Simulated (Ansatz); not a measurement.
A (100) slab of GaSb (F-43m (No. 216)), 9 planes, outer planes Sb (top) and Sb (bottom), with 9 atoms (Ga4Sb5) in a surface cell of A = 18.674 Å², as cut from the bulk:

```yaml
crystal:
  lattice:
    - [4.32129, 0.00000, 0.00000]
    - [0.00000, 4.32129, 0.00000]
    - [0.00000, 0.00000, 27.22246]
  atoms:
    - { symbol: Sb, position: [0.00000, 0.50000, 0.27551] }
    - { symbol: Ga, position: [0.50000, 0.50000, 0.33163] }
    - { symbol: Sb, position: [0.50000, 0.00000, 0.38775] }
    - { symbol: Ga, position: [0.00000, 0.00000, 0.44388] }
    - { symbol: Sb, position: [0.00000, 0.50000, 0.50000] }
    - { symbol: Ga, position: [0.50000, 0.50000, 0.55612] }
    - { symbol: Sb, position: [0.50000, 0.00000, 0.61225] }
    - { symbol: Ga, position: [0.00000, 0.00000, 0.66837] }
    - { symbol: Sb, position: [0.00000, 0.50000, 0.72449] }
```

All numbers below come from DFT PBEsol, scalar-relativistic, plane waves, PAW (Ansatz 0.2.0). Plane waves to 420 eV, a k mesh through Γ of 8×8×1 on the computed 9-atom cell and Gaussian smearing (0.10 eV); no spin polarisation. The cell repeats along c with a dipole correction in the vacuum.

The relaxed slab holds 4 formula units of GaSb and 1 further Sb. Against those formula units in the bulk and the further Sb in its standard state it lies 2.533 eV higher. The formation energy of GaSb from the standard states is -0.246 eV a formula unit (uncorrected, no zero-point or thermal terms).

**Question.** Over what range can the chemical potential of Sb vary, and what is the surface energy at both ends?

**Answer.** In contact with the bulk, μ(Sb) + μ(Ga) is fixed. With Δμ counted from the standard states, Δμ(Sb) ≤ 0 keeps elemental Sb from forming, and Δμ(Ga) ≤ 0 requires Δμ(Sb) ≥ ΔH = -0.246 eV. Other compounds of Sb and Ga can narrow this range. Then γ, the mean of both faces, = [2.533 eV − 1.00·Δμ(Sb)]/(2A). At the Sb-rich end (Δμ = 0): 2.533/(2 × 18.674) × 16.02 = 1.09 J/m². At the Sb-poor end: (2.533 + 0.246)/(2 × 18.674) × 16.02 = 1.19 J/m².

**Question.** How does its energy depend on growth conditions?

**Answer.** It carries an excess of Sb, so its energy falls by 0.43 J/m² for each eV that μ(Sb) rises: Sb-rich conditions lower it; whether it appears depends on the other terminations.